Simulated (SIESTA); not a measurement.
Crystal: KCl.

```
K Cl
1.0
     3.83920    0.00000    0.00000
     0.00000    3.83920    0.00000
     0.00000    0.00000    3.83920
K Cl
1 1
Cartesian
  0.0000 0.0000 0.0000
  1.9196 1.9196 1.9196
```

Measurements of this composition are mostly on another form, of space group No. 225.

```yaml
Program: SIESTA 5.4.2
Task: single point
Functional: PBE
Potentials_or_basis: PseudoDojo 0.4 standard (PBE files)
Basis: DZP (energy shift 0.002 Ry; d shell added on K)
Grid_cutoff: 800 Ry
Energy_shift: 0.002 Ry
k_mesh: 7 × 7 × 7
Occupations: fermi-dirac, width 0.05 eV
Spin: no spin polarisation
```

On this cell: pressure -0.3 GPa; largest force zero by symmetry; band gap on the k mesh 4.84 eV, indirect (least direct gap 5.03 eV).

The same run follows on a disturbed copy (atoms moved at random, drawn with an rms of 0.05 Å):

```
CELL_PARAMETERS angstrom
3.83920 0.00000 0.00000
0.00000 3.83920 0.00000
0.00000 0.00000 3.83920
ATOMIC_POSITIONS crystal
K 0.98999 0.00563 0.00820
Cl 0.49173 0.49777 0.50063
```

What does the disturbed cell give?

The energy moves by +0.3 meV/atom; pressure -0.3 GPa; largest force 0.030 eV/Å; band gap on the k mesh 4.84 eV, indirect (least direct gap 5.03 eV).

Forces on the atoms (eV/Å):
```
K    0.005 -0.021 -0.020
Cl  -0.005  0.021  0.020
```

Caveats: semicore shells carry a single zeta, which can move pressures by several GPa and volumes by a few percent; an odd mesh through Γ misses points on the zone boundary, where band edges often lie; the basis of atomic orbitals isn't converged, which shifts pressures, moduli and gaps.
